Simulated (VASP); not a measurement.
# Ti2O (P-3m1) in VASP: single point with r2SCAN

Aim: the single point of Ti2O with r2SCAN.

Everything below comes from runs of VASP 6.6.1. Logs are shortened: lines on timing, memory, paths and dates and some standing lists are left out, and cuts for length are marked.

## Step 1: Starting point

Symmetry: P-3m1, No. 164, trigonal system. Conventional cell: a = 2.951 Å, b = 2.951 Å, c = 4.814 Å, α = 90.00°, β = 90.00°, γ = 120.00°. Around Ti (site symmetry 3m) lie 3 O at 2.14 Å. O (site symmetry -3m) is surrounded by 6 Ti at 2.14 Å.

The cell comes from a database or a generator and needn't be the stable form of this composition.

## Step 2: Single point, r2SCAN

POSCAR reads:

```
Ti2O
1.0
    2.9508567594      0.0000002884      0.0000000000
   -1.4754286294      2.5555167724      0.0000000000
    0.0000000000      0.0000000000      4.8143464481
Ti O
2 1
Direct
    0.3333333333      0.6666666667      0.7309998528
    0.6666666667      0.3333333333      0.2690001472
    0.0000000000      0.0000000000      0.0000000000
```

INCAR.step1 reads:

```
PREC = Accurate
ENCUT = 520
ISMEAR = 0
SIGMA = 0.1
LREAL = False
LASPH = True
NELM = 100
NBANDS = 22
GGA = PE
ALGO = Normal
EDIFF = 1E-4
LWAVE = True
LCHARG = False
```

INCAR.step2 reads:

```
PREC = Accurate
ENCUT = 520
EDIFF = 1E-7
ISMEAR = 0
SIGMA = 0.1
LREAL = False
LASPH = True
NELM = 100
ALGO = Normal
ISIF = 2
LWAVE = False
LCHARG = True
METAGGA = R2SCAN
LMIXTAU = True
LELF = True
LVHAR = True
NBANDS = 22
ISTART = 1
```

KPOINTS reads:

```
Automatic mesh
0
Gamma
  18 18 10
```

Potentials or basis: VASP PAW PBE potentials, release 64 (Ti_sv, O).

Run with:

```bash
$ cat potpaw_PBE.64/Ti_sv/POTCAR potpaw_PBE.64/O/POTCAR > POTCAR
$ cp INCAR.step1 INCAR
$ mpirun -np 1 vasp_std > vasp.out
$ cp INCAR.step2 INCAR
$ mpirun -np 1 vasp_std > vasp.out
```

OUTCAR:

```text
PREC = Accurate
   ENCUT = 520
   EDIFF = 1E-7
   ISMEAR = 0
   LREAL = False
   LASPH = True
   NELM = 100
   ISIF = 2
   METAGGA = R2SCAN
   ISTART = 1

 ion  position               nearest neighbor table
   1  0.333  0.667  0.731-   3 2.14   3 2.14   3 2.14   2 2.80   2 2.80   2 2.80
   2  0.667  0.333  0.269-   3 2.14   3 2.14   3 2.14   1 2.80   1 2.80   1 2.80
   3  0.000  0.000  0.000-   1 2.14   2 2.14   1 2.14   2 2.14   2 2.14   1 2.14

  LATTYP: Found a hexagonal cell.
 ALAT       =     2.9508567594
 C/A-ratio  =     1.6315080130

  Lattice vectors:

 A1 = (   2.9508567594,   0.0000002884,   0.0000000000)
 A2 = (  -1.4754286294,   2.5555167724,   0.0000000000)
 A3 = (   0.0000000000,   0.0000000000,   4.8143464481)

Analysis of symmetry for initial positions (statically):
=====================================================================
 Subroutine PRICEL returns:
 Original cell was already a primitive cell.

 Routine SETGRP: Setting up the symmetry group for a
 hexagonal supercell.

 Subroutine GETGRP returns: Found 12 space group operations
 (whereof 12 operations were pure point group operations)
 out of a pool of 24 trial point group operations.

The static configuration has the point symmetry D_3d.

Analysis of symmetry for dynamics (positions and initial velocities):
=====================================================================
 Subroutine PRICEL returns:
 Original cell was already a primitive cell.

 Routine SETGRP: Setting up the symmetry group for a
 hexagonal supercell.

 Subroutine GETGRP returns: Found 12 space group operations
 (whereof 12 operations were pure point group operations)
 out of a pool of 24 trial point group operations.

The dynamic configuration has the point symmetry D_3d.

 Subroutine INISYM returns: Found 12 space group operations
 (whereof 12 operations are pure point group operations),
 and found     1 'primitive' translations

----------------------------------------------------------------------------------------

                                     Primitive cell

  volume of cell :      36.3048

  direct lattice vectors                    reciprocal lattice vectors
     2.950856759  0.000000288  0.000000000     0.338884611  0.195655165  0.000000000
    -1.475428629  2.555516772  0.000000000    -0.000000038  0.391310264  0.000000000
     0.000000000  0.000000000  4.814346448     0.000000000  0.000000000  0.207712513

  length of vectors
     2.950856759  2.950856759  4.814346448     0.391310264  0.391310264  0.207712513

  position of ions in fractional coordinates (direct lattice)
     0.333333333  0.666666667  0.730999853
     0.666666667  0.333333333  0.269000147
     0.000000000  0.000000000  0.000000000

  ion indices of the primitive-cell ions
   primitive index   ion index
                 1           1
                 2           2
                 3           3

----------------------------------------------------------------------------------------

 KPOINTS: Automatic mesh

Automatic generation of k-mesh.
 Grid dimensions read from file:
 generate k-points for:   18   18   10

 Generating k-lattice:

  Cartesian coordinates                     Fractional coordinates (reciprocal lattice)
     0.018826923  0.010869731  0.000000000     0.055555556  0.000000000  0.000000000
    -0.000000002  0.021739459  0.000000000    -0.000000000  0.055555556  0.000000000
     0.000000000  0.000000000  0.020771251     0.000000000  0.000000000  0.100000000

  Length of vectors
     0.021739459  0.021739459  0.020771251

  Shift w.r.t. Gamma in fractional coordinates (k-lattice)
     0.000000000  0.000000000  0.000000000

 Subroutine IBZKPT returns following result:
 ===========================================

 Found    330 irreducible k-points:

 Following reciprocal coordinates:
            Coordinates               Weight
  0.000000  0.000000  0.000000      1.000000
  0.055556  0.000000  0.000000      6.000000
  0.111111  0.000000  0.000000      6.000000
  0.166667  0.000000  0.000000      6.000000
  0.222222  0.000000  0.000000      6.000000
  0.277778  0.000000  0.000000      6.000000
[... 16 lines left out ...]
  0.333333  0.111111  0.000000     12.000000
  0.388889  0.111111  0.000000     12.000000
 [... further k-points ...]
   k-points           NKPTS =    330   k-points in BZ     NKDIM =    330   number of bands    NBANDS=     22
   number of dos      NEDOS =    301   number of ions     NIONS =      3
   total plane-waves  NPLWV =  20736
   dimension x,y,z NGX =    24 NGY =   24 NGZ =   36
   dimension x,y,z NGXF=    48 NGYF=   48 NGZF=   72
   ions per type =               2   1
   NGX,Y,Z   is equivalent  to a cutoff of  13.52, 13.52, 12.43 a.u.
   NGXF,Y,Z  is equivalent  to a cutoff of  27.04, 27.04, 24.86 a.u.
 SYSTEM =  unknown system
   PREC   = accura    normal or accurate (medium, high low for compatibility)
   ISTART =      1    job   : 0-new  1-cont  2-samecut
   ICHARG =      0    charge: 1-file 2-atom 10-const
   ISPIN  =      1    spin polarized calculation?
   LNONCOLLINEAR =      F non collinear calculations
   LSORBIT =      F    spin-orbit coupling
   LASPH  =      T    aspherical Exc in radial PAW
   ENCUT  =  520.0 eV  38.22 Ry    6.18 a.u.   5.49  5.49  8.95*2*pi/ulx,y,z
   NELM   =    100;   NELMIN=  2; NELMDL=  0     # of ELM steps
   EDIFF  = 0.1E-06   stopping-criterion for ELM
   LREAL  =      F    real-space projection
   EDIFFG = 0.1E-05   stopping-criterion for IOM
   NSW    =      0    number of steps for IOM
   IBRION =     -1    ionic relax: 0-MD 1-quasi-New 2-CG
   NFREE  =      0    steps in history (QN), initial steepest desc. (CG)
   ISIF   =      2    stress and relaxation
   ISYM   =      2    0-nonsym 1-usesym 2-fastsym
   POTIM  = 0.5000    time-step for ionic-motion
   TEBEG  =    0.0;   TEEND  =   0.0 temperature during run
   PSTRESS=    0.0 pullay stress
   NELECT =      30.0000    total number of electrons
   NUPDOWN=      -1.0000    fix difference up-down
   EMIN   =  10.00;   EMAX   =-10.00  energy-range for DOS
   EFERMI =   0.00;   METHOD = LEGACY
   ISMEAR =     0;   SIGMA  =   0.10  broadening in eV -4-tet -1-fermi 0-gaus
   EFERMI_NEDOS =   21; number of points for ismear=-14 and -15
   IALGO  =     38    algorithm
   IMIX   =      4    mixing-type and parameters
     AMIX     =   0.40;   BMIX     =  1.00
     AMIX_MAG =   1.60;   BMIX_MAG =  1.00
  volume/ion in A,a.u.               =      12.10        81.67
  Fermi-wavevector in a.u.,A,eV,Ry     =   1.536245  2.903082 32.110416  2.360049
  Thomas-Fermi vector in A             =   2.642921
   LORBIT       =      0    0 simple, 1 ext, 2 COOP (PROOUT), +10 PAW based schemes
   METAGGA = R2SCAN    functional components
   LHFCALC =     F    Hartree Fock is set to
   AEXX    =    0.0000 exact exchange contribution
   IVDW    =     0    specifies the selected vdW correction
   LEPSILON=     F    determine dielectric tensor
   LRPA    =     F    only Hartree local field effects (RPA)
 non-spin polarized calculation
 Gauss-broadening in eV      SIGMA  =   0.10
  energy-cutoff  :      520.00
  volume of cell :       36.30
 maximum number of plane-waves:      1008
 NGX is ok and might be reduce to    24
   NGX = 11   NGY = 11   NGZ = 17

 number of electron      29.9999998 magnetization

 Free energy of the ion-electron system (eV)
  ---------------------------------------------------
  ext. energy  EPLUGINS =         0.00000000
  ---------------------------------------------------
  free energy    TOTEN  =       -37.86342855 eV

  energy without entropy =      -37.85870567  energy(sigma->0) =      -37.86106711

 E-fermi :  10.0865     XC(G=0): -13.1516

 val. band max:       10.0856031637   @ k =   0.0000   0.1111   0.3000
 cond. band min:      10.0868214223   @ k =   0.1667   0.0000   0.0000
 fundamental gap:      0.0012182586
 Fermi energy:        10.0864841250

 k-point     1 :       0.0000    0.0000    0.0000
  band No.  band energies     occupation
      1     -49.5975      2.00000
      2     -49.4674      2.00000
      3     -25.2233      2.00000
      4     -24.5380      2.00000
      5     -24.5380      2.00000
      6     -24.4705      2.00000
[... 14 lines left out ...]
     21      11.3965      0.00000
     22      14.1219      0.00000

 k-point     2 :       0.0556    0.0000    0.0000
  band No.  band energies     occupation
      1     -49.5944      2.00000
      2     -49.4661      2.00000
      3     -25.2145      2.00000
      4     -24.5570      2.00000
      5     -24.5433      2.00000
      6     -24.4712      2.00000
[... 14 lines left out ...]
     21      11.5726      0.00000
     22      13.9203      0.00000

 k-point     3 :       0.1111    0.0000    0.0000
  band No.  band energies     occupation
      1     -49.5854      2.00000
      2     -49.4623      2.00000
      3     -25.1888      2.00000
      4     -24.6073      2.00000
      5     -24.5582      2.00000
      6     -24.5180      2.00000
[... 14 lines left out ...]
     21      11.8595      0.00000
     22      13.5734      0.00000

 k-point     4 :       0.1667    0.0000    0.0000
  band No.  band energies     occupation
      1     -49.5713      2.00000
      2     -49.4567      2.00000
      3     -25.1482      2.00000
      4     -24.6811      2.00000
      5     -24.5884      2.00000
      6     -24.5801      2.00000
[... 14 lines left out ...]
     21      12.1644      0.00000
     22      13.2831      0.00000

 k-point     5 :       0.2222    0.0000    0.0000
  band No.  band energies     occupation
      1     -49.5535      2.00000
      2     -49.4503      2.00000
      3     -25.0960      2.00000
      4     -24.7721      2.00000
      5     -24.6691      2.00000
      6     -24.6059      2.00000
[... 417 lines left out ...]
 k-point    22 :       0.2778    0.1111    0.0000
  band No.  band energies     occupation
      1     -49.5086      2.00000
      2     -49.4386      2.00000
      3     -24.9659      2.00000
      4     -24.9528      2.00000
      5     -24.8360      2.00000
      6     -24.6649      2.00000
[... 14 lines left out ...]
     21      13.1908      0.00000
     22      13.6597      0.00000

 k-point    23 :       0.3333    0.1111    0.0000
  band No.  band energies     occupation
      1     -49.4916      2.00000
      2     -49.4368      2.00000
      3     -25.0267      2.00000
      4     -24.9346      2.00000
      5     -24.8425      2.00000
      6     -24.6971      2.00000
[... 14 lines left out ...]
     21      13.3347      0.00000
     22      13.5815      0.00000

 k-point    24 :       0.3889    0.1111    0.0000
  band No.  band energies     occupation
      1     -49.4792      2.00000
      2     -49.4371      2.00000
      3     -25.0722      2.00000
      4     -24.9418      2.00000
      5     -24.8082      2.00000
      6     -24.7222      2.00000
[... 14 lines left out ...]
     21      13.3586      0.00000
     22      13.5332      0.00000

 [... further k-points ...]
[... 5 lines left out ...]
  --------------------------------------------------------------------------------------
  -------------------------------------------------------------------------------------
  Total        0.2504232      0.2504232      0.2400329      0.0000000      0.0000000      0.0000000
  in kB       11.0514901     11.0514901     10.5929561      0.0000000      0.0000000      0.0000000
  external PRESSURE =      10.8986455 kB  Pullay stress =       0.0000000 kB

 VOLUME and BASIS-vectors are now :
 -----------------------------------------------------------------------------
  energy-cutoff  :      520.00
  volume of cell :       36.30
      direct lattice vectors                 reciprocal lattice vectors
     2.950856759  0.000000288  0.000000000     0.338884611  0.195655165  0.000000000
    -1.475428629  2.555516772  0.000000000    -0.000000038  0.391310264  0.000000000
     0.000000000  0.000000000  4.814346448     0.000000000  0.000000000  0.207712513

 POSITION                                       TOTAL-FORCE (eV/Angst)
 -----------------------------------------------------------------------------------
     -0.00000      1.70368      3.51929        -0.000000     -0.000000     -0.056562
      1.47543      0.85184      1.29506        -0.000000      0.000000      0.056562
      0.00000      0.00000      0.00000         0.000000     -0.000000      0.000000
 -----------------------------------------------------------------------------------
    total drift:                                0.000000     -0.000000      0.000000

  FREE ENERGIE OF THE ION-ELECTRON SYSTEM (eV)
  ---------------------------------------------------
  free  energy   TOTEN  =       -37.8634285509 eV

  energy  without entropy=      -37.8587056695  energy(sigma->0) =      -37.86106711
```

Wall time 6.7 min (1 thread of Intel Xeon 6975P-C (Granite Rapids), shared host); peak memory 0.34 GiB.

What came out:

| Property | Result |
| --- | --- |
| Free energy | -37.8634 eV |
| Pressure | 1.1 GPa |
| Largest force | 0.057 eV/Å |
| Band gap on the k mesh | none (metal or under the smearing width) |

Forces on the atoms (eV/Å):
```
Ti   0.000  0.000 -0.057
Ti   0.000  0.000  0.057
O    0.000  0.000  0.000
```

Levels at points of the mesh, in eV from the Fermi level:
```tsv
k point	band 13	band 14	band 15	band 16	band 17	band 18
(0.00, 0.00, 0.00)	-4.14	-0.37	0.20	0.56	0.56	1.11
(0.50, 0.00, 0.00)	-2.73	-1.56	-0.75	1.15	1.83	2.91
(0.00, 0.00, 0.50)	-2.22	-1.92	0.19	0.19	1.18	1.97
(0.50, 0.00, 0.50)	-1.77	-1.52	-0.61	-0.54	1.04	2.86
```

Caveat: the PAW data sets were made with another functional, which shifts forces and pressure a little; semilocal functionals often make such compounds metallic where correlation or magnetic order opens a gap, which also shifts bond lengths.
